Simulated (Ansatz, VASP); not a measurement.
# Two plane-wave programs on P

INCAR

```
SYSTEM = P
  PREC = Accurate
  ENCUT = 520
  EDIFF = 1E-6
  ISMEAR = 0
  SIGMA = 0.1
  LREAL = .FALSE.
  LASPH = .TRUE.
  NELM = 60
  ALGO = Normal
  ISIF = 2
  LWAVE = .FALSE.
  LCHARG = .FALSE.
  GGA = PE
  NBANDS = 30
```

Contents of KPOINTS:

```
regular mesh
0
G
  3 3 6
  0 0 0
```

File POSCAR:

```
P
1.0
    6.4004597800      0.0000000000      0.0000000000
   -3.2002298900      5.5429607700      0.0000000000
    0.0000000000      0.0000000000      2.9169066000
P
8
Direct
    0.8099998000      0.1900002000      0.5000000000
    0.8099998000      0.6199996000      0.5000000000
    0.3800004000      0.1900002000      0.5000000000
    0.1900002000      0.8099998000      0.5000000000
    0.1900002000      0.3800004000      0.5000000000
    0.6199996000      0.8099998000      0.5000000000
    0.3333333300      0.6666666700      0.0000000000
    0.6666666700      0.3333333300      0.0000000000
```

Input for Ansatz:

```yaml
crystal:
  lattice:
    - [6.40045978, 0.0, 0.0]
    - [-3.20022989, 5.54296077, 0.0]
    - [0.0, 0.0, 2.9169066]
  atoms:
    - { symbol: P, position: [0.8099998, 0.1900002, 0.5] }
    - { symbol: P, position: [0.8099998, 0.6199996, 0.5] }
    - { symbol: P, position: [0.3800004, 0.1900002, 0.5] }
    - { symbol: P, position: [0.1900002, 0.8099998, 0.5] }
    - { symbol: P, position: [0.1900002, 0.3800004, 0.5] }
    - { symbol: P, position: [0.6199996, 0.8099998, 0.5] }
    - { symbol: P, position: [0.33333333, 0.66666667, 0.0] }
    - { symbol: P, position: [0.66666667, 0.33333333, 0.0] }
basis:
  ecutwfc: 420
kpoints:
  mp_grid: { grid: [3, 3, 6] }
hamiltonian:
  xc: pbe
scf:
  occupations: { method: gaussian, width: 0.1 }
  lower_state_search: "off"
output:
  forces: true
  stress: true
  eigenvalues: true
```

Alike in both runs: task single point; functional PBE; k mesh 3 × 3 × 6; occupations gaussian, width 0.1 eV; no spin polarisation.

|  | VASP | Ansatz |
| --- | --- | --- |
| version | VASP 6.6.1 | Ansatz 0.2.0 |
| potentials or method | VASP PAW PBE potentials, release 64 (P) | scalar-relativistic, plane waves, PAW |
| plane-wave cutoff (eV) | 520 | 420 |
| valence electrons in the cell | 40 | 40 |

|  | VASP | Ansatz | Ansatz less VASP |
| --- | --- | --- | --- |
| gap on the k mesh at the Fermi level (eV) | none | none | - |
| rms of the force components (eV/Å) | 0.772 | 0.774 | +0.0019 |

Atom by atom the forces differ by 0.002 eV/Å (rms over components). A gap of «none» marks a metal or a gap that the smearing closes.

Caveats: the k mesh is coarse (spacing up to 0.38 Å⁻¹), so the values aren't converged; forces of over 1 eV/Å show positions far from the minimum, so gaps and moduli don't describe the material at rest.
